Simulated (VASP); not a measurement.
# TaN (P-62m) in VASP: notebook

Runs on TaN. Level: r2SCAN. Tasks: single point.

Program: VASP 6.6.1. These are calculated values, not measurements. Logs are shortened: lines on timing, memory, paths and dates and some standing lists are left out, and cuts for length are marked.

## (1) The crystal as given

The structure is hexagonal, space group P-62m (No. 189). Conventional cell: a = 5.196 Å, b = 5.196 Å, c = 2.911 Å, α = 90.00°, β = 90.00°, γ = 120.00°. Around Ta (site symmetry -62m) lie 3 N at 2.04 Å. Ta (site symmetry -6) is surrounded by 6 N at 2.16 Å. N (site symmetry m2m) has 5 Ta at 2.04 to 2.16 Å as nearest neighbours.

## (2) Single point, r2SCAN

File INCAR:

```
SYSTEM = TaN
PREC     = Accurate       ! precision mode
ENCUT    = 800            ! plane-wave cutoff, eV
EDIFF    = 1E-6           ! SCF threshold, eV
ISMEAR   = 0              ! smearing method
SIGMA    = 0.05           ! smearing width, eV
LREAL    = .False.        ! projectors in reciprocal space
LASPH    = .True.         ! aspherical terms in the spheres
NELM     = 100            ! most SCF steps
ALGO     = Normal         ! electronic algorithm
ISIF     = 2              ! what is computed and relaxed
LWAVE    = .False.        ! write WAVECAR
LCHARG   = .False.        ! write CHGCAR
METAGGA  = R2SCAN         ! meta-GGA
LMIXTAU  = .True.       
ADDGRID  = .False.
```

File KPOINTS:

```
Automatic mesh
0
Gamma
  2 2 2
  0 0 0
```

File POSCAR:

```
TaN
1.0
    5.1960000000      0.0000000000      0.0000000000
   -2.5980000000      4.4998679981      0.0000000000
    0.0000000000      0.0000000000      2.9110000000
Ta N
3 3
Direct
    0.0082240000      0.0059790000      0.0032830000
    0.6900180000      0.3505730000      0.5070180000
    0.3353080000      0.6708310000      0.4997380000
    0.0255380000      0.3921070000      0.0118120000
    0.6043600000      0.5819970000      0.0066510000
    0.3895660000     -0.0001100000      0.0346090000
```

Potentials or basis: VASP PAW PBE potentials, release 64 (Ta_pv, N_h).

Command:

```sh
$ cat potpaw_PBE.64/Ta_pv/POTCAR potpaw_PBE.64/N_h/POTCAR > POTCAR
$ mpirun -np 1 vasp_std > vasp.out
```

OUTCAR:

```text
SYSTEM = TaN
   PREC = Accurate
   ENCUT = 800
   EDIFF = 1E-6
   ISMEAR = 0
   LREAL = .False.
   LASPH = .True.
   NELM = 100
   ISIF = 2
   METAGGA = R2SCAN

 Found      8 irreducible k-points:

 Following reciprocal coordinates:
            Coordinates               Weight
  0.000000  0.000000  0.000000      1.000000
  0.500000  0.000000  0.000000      1.000000
  0.000000  0.500000  0.000000      1.000000
  0.500000  0.500000  0.000000      1.000000
  0.000000  0.000000  0.500000      1.000000
  0.500000  0.000000  0.500000      1.000000
   k-points           NKPTS =      8   k-points in BZ     NKDIM =      8   number of bands    NBANDS=     28
   number of dos      NEDOS =    301   number of ions     NIONS =      6
   total plane-waves  NPLWV =  64512
   dimension x,y,z NGX =    48 NGY =   48 NGZ =   28
   dimension x,y,z NGXF=    96 NGYF=   96 NGZF=   56
   ions per type =               3   3
   NGX,Y,Z   is equivalent  to a cutoff of  15.36, 15.36, 15.99 a.u.
   NGXF,Y,Z  is equivalent  to a cutoff of  30.72, 30.72, 31.98 a.u.
 SYSTEM =  TaN
   PREC   = accura    normal or accurate (medium, high low for compatibility)
   ISTART =      0    job   : 0-new  1-cont  2-samecut
   ICHARG =      2    charge: 1-file 2-atom 10-const
   ISPIN  =      1    spin polarized calculation?
   LNONCOLLINEAR =      F non collinear calculations
   LSORBIT =      F    spin-orbit coupling
   LASPH  =      T    aspherical Exc in radial PAW
   ENCUT  =  800.0 eV  58.80 Ry    7.67 a.u.  11.98 11.98  6.71*2*pi/ulx,y,z
   NELM   =    100;   NELMIN=  2; NELMDL= -5     # of ELM steps
   EDIFF  = 0.1E-05   stopping-criterion for ELM
   LREAL  =      F    real-space projection
   EDIFFG = 0.1E-04   stopping-criterion for IOM
   NSW    =      0    number of steps for IOM
   IBRION =     -1    ionic relax: 0-MD 1-quasi-New 2-CG
   NFREE  =      0    steps in history (QN), initial steepest desc. (CG)
   ISIF   =      2    stress and relaxation
   ISYM   =      2    0-nonsym 1-usesym 2-fastsym
   POTIM  = 0.5000    time-step for ionic-motion
   TEBEG  =    0.0;   TEEND  =   0.0 temperature during run
   PSTRESS=    0.0 pullay stress
   NELECT =      48.0000    total number of electrons
   NUPDOWN=      -1.0000    fix difference up-down
   EMIN   =  10.00;   EMAX   =-10.00  energy-range for DOS
   EFERMI =   0.00;   METHOD = LEGACY
   ISMEAR =     0;   SIGMA  =   0.05  broadening in eV -4-tet -1-fermi 0-gaus
   EFERMI_NEDOS =   21; number of points for ismear=-14 and -15
   IALGO  =     38    algorithm
   IMIX   =      4    mixing-type and parameters
     AMIX     =   0.40;   BMIX     =  1.00
     AMIX_MAG =   1.60;   BMIX_MAG =  1.00
  volume/ion in A,a.u.               =      11.34        76.55
  Fermi-wavevector in a.u.,A,eV,Ry     =   1.457197  2.753703 28.890916  2.123422
  Thomas-Fermi vector in A             =   2.574026
   LORBIT       =      0    0 simple, 1 ext, 2 COOP (PROOUT), +10 PAW based schemes
   METAGGA = R2SCAN    functional components
   LHFCALC =     F    Hartree Fock is set to
   AEXX    =    0.0000 exact exchange contribution
   IVDW    =     0    specifies the selected vdW correction
   LEPSILON=     F    determine dielectric tensor
   LRPA    =     F    only Hartree local field effects (RPA)
 non-spin polarized calculation
 Gauss-broadening in eV      SIGMA  =   0.05
  energy-cutoff  :      800.00
  volume of cell :       68.06
 maximum number of plane-waves:      3524
 NGX is ok and might be reduce to    48
   NGX = 23   NGY = 23   NGZ = 13

 number of electron      48.0000000 magnetization

 Free energy of the ion-electron system (eV)
  ---------------------------------------------------
  ext. energy  EPLUGINS =         0.00000000
  ---------------------------------------------------
  free energy    TOTEN  =      -181.66902234 eV

  energy without entropy =     -181.66902234  energy(sigma->0) =     -181.66902234

 E-fermi :   8.4998     XC(G=0): -13.9648

 val. band max:        8.2012094438   @ k =   0.0000   0.0000   0.0000
 cond. band min:       8.8899913168   @ k =   0.0000   0.5000   0.5000
 fundamental gap:      0.6887818729
 Fermi energy:         8.4997500609

 k-point     1 :       0.0000    0.0000    0.0000
  band No.  band energies     occupation
      1     -29.0842      2.00000
      2     -28.9604      2.00000
      3     -28.6920      2.00000
      4     -28.5869      2.00000
      5     -28.5020      2.00000
      6     -28.3886      2.00000
      7     -28.1567      2.00000
      8     -28.0818      2.00000
      9     -27.4812      2.00000
     10     -10.7424      2.00000
     11      -8.0375      2.00000
     12      -7.9419      2.00000
     13      -1.0527      2.00000
     14       1.5370      2.00000
     15       1.7224      2.00000
     16       2.0517      2.00000
     17       2.3710      2.00000
     18       2.8245      2.00000
     19       3.1791      2.00000
     20       3.5151      2.00000
     21       4.1626      2.00000
     22       5.0729      2.00000
     23       6.6787      2.00000
     24       7.2909      2.00000
     25       8.2012      2.00000
     26       9.1912      0.00000
     27       9.6363      0.00000
     28      10.3444      0.00000

 k-point     2 :       0.5000    0.0000    0.0000
  band No.  band energies     occupation
      1     -29.0738      2.00000
      2     -28.9630      2.00000
      3     -28.6704      2.00000
      4     -28.5615      2.00000
      5     -28.4522      2.00000
      6     -28.4363      2.00000
      7     -28.1782      2.00000
      8     -28.1264      2.00000
      9     -27.4836      2.00000
     10      -9.5181      2.00000
     11      -9.3321      2.00000
     12      -7.9926      2.00000
     13      -0.5438      2.00000
     14       0.3251      2.00000
     15       0.5563      2.00000
     16       2.3493      2.00000
     17       2.6604      2.00000
     18       3.2136      2.00000
     19       3.4845      2.00000
     20       3.9417      2.00000
     21       4.4081      2.00000
     22       4.8916      2.00000
     23       5.7233      2.00000
     24       5.9544      2.00000
     25       9.9403      0.00000
     26      10.4263      0.00000
     27      10.7512      0.00000
     28      10.9575      0.00000

 k-point     3 :       0.0000    0.5000    0.0000
  band No.  band energies     occupation
      1     -29.1349      2.00000
      2     -28.8666      2.00000
      3     -28.7260      2.00000
      4     -28.5313      2.00000
      5     -28.4708      2.00000
      6     -28.4173      2.00000
      7     -28.2122      2.00000
      8     -28.1019      2.00000
      9     -27.4842      2.00000
     10      -9.7042      2.00000
     11      -8.9379      2.00000
     12      -8.2266      2.00000
     13      -0.5175      2.00000
     14       0.2146      2.00000
     15       0.5792      2.00000
     16       2.3723      2.00000
     17       2.7550      2.00000
     18       3.3733      2.00000
     19       3.7398      2.00000
     20       4.1880      2.00000
     21       4.2364      2.00000
     22       4.4676      2.00000
     23       5.4942      2.00000
     24       6.0906      2.00000
     25       9.8022      0.00000
     26      10.3246      0.00000
     27      10.6996      0.00000
     28      11.1174      0.00000

 k-point     4 :       0.5000    0.5000    0.0000
  band No.  band energies     occupation
      1     -29.1062      2.00000
      2     -28.8992      2.00000
      3     -28.7334      2.00000
      4     -28.5212      2.00000
      5     -28.4652      2.00000
      6     -28.4225      2.00000
      7     -28.2211      2.00000
      8     -28.0925      2.00000
      9     -27.4841      2.00000
     10      -9.5603      2.00000
     11      -9.1158      2.00000
     12      -8.2360      2.00000
     13      -0.3036      2.00000
     14       0.2712      2.00000
     15       0.7279      2.00000
     16       2.4715      2.00000
     17       2.6930      2.00000
     18       3.1257      2.00000
     19       3.2331      2.00000
     20       3.9394      2.00000
     21       4.2433      2.00000
     22       4.4875      2.00000
     23       5.8409      2.00000
     24       6.3392      2.00000
     25       9.7681      0.00000
     26      10.4848      0.00000
     27      10.6573      0.00000
     28      11.1459      0.00000

 k-point     5 :       0.0000    0.0000    0.5000
  band No.  band energies     occupation
      1     -29.3711      2.00000
      2     -29.1674      2.00000
      3     -28.9283      2.00000
      4     -28.8064      2.00000
      5     -28.5034      2.00000
      6     -28.4412      2.00000
      7     -28.1931      2.00000
      8     -28.1665      2.00000
      9     -28.0587      2.00000
     10      -8.7677      2.00000
     11      -8.5501      2.00000
     12      -8.3372      2.00000
     13      -0.7274      2.00000
     14       0.3428      2.00000
     15       0.6958      2.00000
     16       1.0219      2.00000
     17       1.2726      2.00000
     18       2.9587      2.00000
     19       3.5259      2.00000
     20       3.8134      2.00000
     21       4.5043      2.00000
     22       5.4229      2.00000
     23       5.8683      2.00000
     24      10.2304      0.00000
     25      10.6656      0.00000
     26      10.9155      0.00000
     27      11.0124      0.00000
     28      11.0884      0.00000

 k-point     6 :       0.5000    0.0000    0.5000
  band No.  band energies     occupation
      1     -29.3059      2.00000
      2     -29.2546      2.00000
      3     -28.8565      2.00000
      4     -28.8449      2.00000
      5     -28.5430      2.00000
      6     -28.4578      2.00000
      7     -28.1718      2.00000
      8     -28.1662      2.00000
      9     -28.0375      2.00000
     10      -8.8247      2.00000
     11      -8.5748      2.00000
     12      -8.0809      2.00000
     13      -0.1485      2.00000
     14       0.4891      2.00000
     15       0.5822      2.00000
     16       0.8867      2.00000
     17       1.4631      2.00000
     18       2.3021      2.00000
     19       2.6038      2.00000
     20       3.6303      2.00000
     21       4.4436      2.00000
     22       5.1667      2.00000
     23       6.3260      2.00000
     24       7.8677      2.00000
     25       9.5334      0.00000
     26       9.7763      0.00000
     27      11.8013      0.00000
     28      12.1134      0.00000

 [... further k-points ...]

------------------------ aborting loop because EDIFF is reached ----------------------------------------

  FORCE on cell =-STRESS in cart. coord.  units (eV):
  Direction    XX          YY          ZZ          XY          YZ          ZX
  --------------------------------------------------------------------------------------
  -------------------------------------------------------------------------------------
  Total        4.3391055      5.1364096     -8.3215591     -1.4704747     -0.0185775      0.2996927
  in kB      102.1408981    120.9091327   -195.8863437    -34.6144156     -0.4373081      7.0546530
  external PRESSURE =       9.0545624 kB  Pullay stress =       0.0000000 kB

 VOLUME and BASIS-vectors are now :
 -----------------------------------------------------------------------------
  energy-cutoff  :      800.00
  volume of cell :       68.06
      direct lattice vectors                 reciprocal lattice vectors
     5.196000000  0.000000000  0.000000000     0.192455735  0.111114371  0.000000000
    -2.598000000  4.499867998  0.000000000     0.000000000  0.222228741  0.000000000
     0.000000000  0.000000000  2.911000000     0.000000000  0.000000000  0.343524562

 POSITION                                       TOTAL-FORCE (eV/Angst)
 -----------------------------------------------------------------------------------
      0.02720      0.02690      0.00956        -0.171699     -2.083601      0.326643
      2.67454      1.57753      1.47593        -0.018940     -2.760400      0.119042
     -0.00056      3.01865      1.45474         1.882899      0.017518      0.886044
     -0.88600      1.76443      0.03438        -2.263440      1.095183     -0.268905
      1.62823      2.61891      0.01936        -0.847027      2.928480      0.055651
     -0.57353      4.49937      0.10075         1.418207      0.802820     -1.118475
 -----------------------------------------------------------------------------------
    total drift:                               -0.000425      0.000426     -0.000600

  FREE ENERGIE OF THE ION-ELECTRON SYSTEM (eV)
  ---------------------------------------------------
  free  energy   TOTEN  =      -181.6690223379 eV

  energy  without entropy=     -181.6690223379  energy(sigma->0) =     -181.66902234
```

Run time: 2.2 min. Hardware: 1 thread of AMD EPYC 7R43 (Zen 3), shared host; peak memory 0.22 GiB.

These settings aren't checked as converged: the numbers below hold their error.

What came out:

* Free energy: -181.6690 eV
* Largest force: 3.049 eV/Å
* Band gap on the k mesh: none (metal or under the smearing width)

Caveat: the k mesh is coarse (spacing up to 1.08 Å⁻¹), so the values aren't converged; the cutoff is under 1.25 times the usual one of these potentials, so pressure, stress and relaxed cells hold a basis-set (Pulay) error; the PAW data sets were made with another functional, which shifts forces and pressure a little.

## (3) Single point, r2SCAN

Edit INCAR of step 2 so:

```diff
@@ -2,3 +2,3 @@
 PREC     = Accurate       ! precision mode
-ENCUT    = 800            ! plane-wave cutoff, eV
+ENCUT    = 900            ! plane-wave cutoff, eV
 EDIFF    = 1E-6           ! SCF threshold, eV
```

KPOINTS is that of step 2.

File POSCAR:

```
TaN
1.0
    5.1960000000      0.0000000000      0.0000000000
   -2.5980000000      4.4998679981      0.0000000000
    0.0000000000      0.0000000000      2.9110000000
Ta N
3 3
Direct
    0.0000000000      0.0000000000      0.0000000000
    0.6666666667      0.3333333333      0.5000000000
    0.3333333333      0.6666666667      0.5000000000
    0.0000000000      0.3928500000      0.0000000000
    0.6071500000      0.6071500000      0.0000000000
    0.3928500000      0.0000000000      0.0000000000
```

Potentials or basis: VASP PAW PBE potentials, release 64 (Ta_pv, N_h).

Command:

```sh
$ cat potpaw_PBE.64/Ta_pv/POTCAR potpaw_PBE.64/N_h/POTCAR > POTCAR
$ mpirun -np 1 vasp_std > vasp.out
```

OUTCAR:

```text
SYSTEM = TaN
   PREC = Accurate
   ENCUT = 900
   EDIFF = 1E-6
   ISMEAR = 0
   LREAL = .False.
   LASPH = .True.
   NELM = 100
   ISIF = 2
   METAGGA = R2SCAN

 Found      4 irreducible k-points:

 Following reciprocal coordinates:
            Coordinates               Weight
  0.000000  0.000000  0.000000      1.000000
  0.500000  0.000000  0.000000      3.000000
  0.000000  0.000000  0.500000      1.000000
  0.500000  0.000000  0.500000      3.000000
   k-points           NKPTS =      4   k-points in BZ     NKDIM =      4   number of bands    NBANDS=     28
[... 203 lines left out ...]
  -------------------------------------------------------------------------------------
  Total        3.6731097      3.6731097     -9.3338265      0.0000000      0.0000000      0.0000000
  in kB       86.4636102     86.4636102   -219.7147361      0.0000000      0.0000000      0.0000000
  external PRESSURE =     -15.5958386 kB  Pullay stress =       0.0000000 kB

 VOLUME and BASIS-vectors are now :
 -----------------------------------------------------------------------------
  energy-cutoff  :      900.00
  volume of cell :       68.06
      direct lattice vectors                 reciprocal lattice vectors
     5.196000000  0.000000000  0.000000000     0.192455735  0.111114371  0.000000000
    -2.598000000  4.499867998  0.000000000     0.000000000  0.222228741  0.000000000
     0.000000000  0.000000000  2.911000000     0.000000000  0.000000000  0.343524562

 POSITION                                       TOTAL-FORCE (eV/Angst)
 -----------------------------------------------------------------------------------
      0.00000      0.00000      0.00000         0.000000      0.000000      0.000000
      2.59800      1.49996      1.45550         0.000000     -0.000000      0.000000
     -0.00000      2.99991      1.45550         0.000000      0.000000      0.000000
     -1.02062      1.76777      0.00000        -0.143637      0.248787      0.000000
      1.57738      2.73209      0.00000        -0.143637     -0.248787      0.000000
      2.04125      0.00000      0.00000         0.287275     -0.000000     -0.000000
 -----------------------------------------------------------------------------------
    total drift:                               -0.000001     -0.000002      0.000000

  FREE ENERGIE OF THE ION-ELECTRON SYSTEM (eV)
  ---------------------------------------------------
  free  energy   TOTEN  =      -182.2311073677 eV

  energy  without entropy=     -182.2311073677  energy(sigma->0) =     -182.23110737
```

It took 1.7 min on 1 thread of AMD EPYC 7R43 (Zen 3), shared host; peak memory 0.26 GiB.

The run converged, but some of its settings lie outside the range that counts as converged, so its numbers aren't taken as properties of the crystal.

Results:

| Item | Value |
| --- | --- |
| Free energy | -182.2311 eV |
| Pressure | -1.6 GPa |
| Largest force | 0.287 eV/Å |
| Band gap on the k mesh | none (metal or under the smearing width) |

Caveat: the k mesh is coarse (spacing up to 1.08 Å⁻¹), so the values aren't converged; the cutoff is under 1.25 times the usual one of these potentials, so pressure, stress and relaxed cells hold a basis-set (Pulay) error; the PAW data sets were made with another functional, which shifts forces and pressure a little.
